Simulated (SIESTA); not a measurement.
TePb:

```
Pb Te
1.0
     0.00000    3.23100    3.23100
     3.23100    0.00000    3.23100
     3.23100    3.23100    0.00000
Pb Te
1 1
Direct
  0.00000 0.00000 0.00000
  0.50000 0.50000 0.50000
```

Program: SIESTA 5.4.2. Alike in all runs: task band structure; cell as given; smearing fermi-dirac 0.05 eV; grid cutoff 500 Ry; energy shift 0.002 Ry.

Order these runs on this cell by their pressure, lowest first.
A. level PBE; potentials or basis PseudoDojo 0.4 standard (PBE files, fully relativistic), TZP (energy shift 0.002 Ry); spin non-collinear, zero start, SOC; k mesh 5 × 5 × 5
B. level vdW-DF-cx; potentials or basis PseudoDojo 0.4 standard (PBE files), DZP (energy shift 0.002 Ry); spin off; k mesh 7 × 7 × 7
C. level BLYP; potentials or basis PseudoDojo 0.4 standard (PBE files), DZP (energy shift 0.002 Ry); spin off; k mesh 7 × 7 × 7

B (1.1 GPa), A (2.6 GPa), C (6.1 GPa).

Caveats: semicore shells carry a single zeta, which can move pressures by several GPa and volumes by a few percent; the basis of atomic orbitals isn't converged, which shifts pressures, moduli and gaps; the potentials were made for another functional, which shifts forces and pressure (some runs).
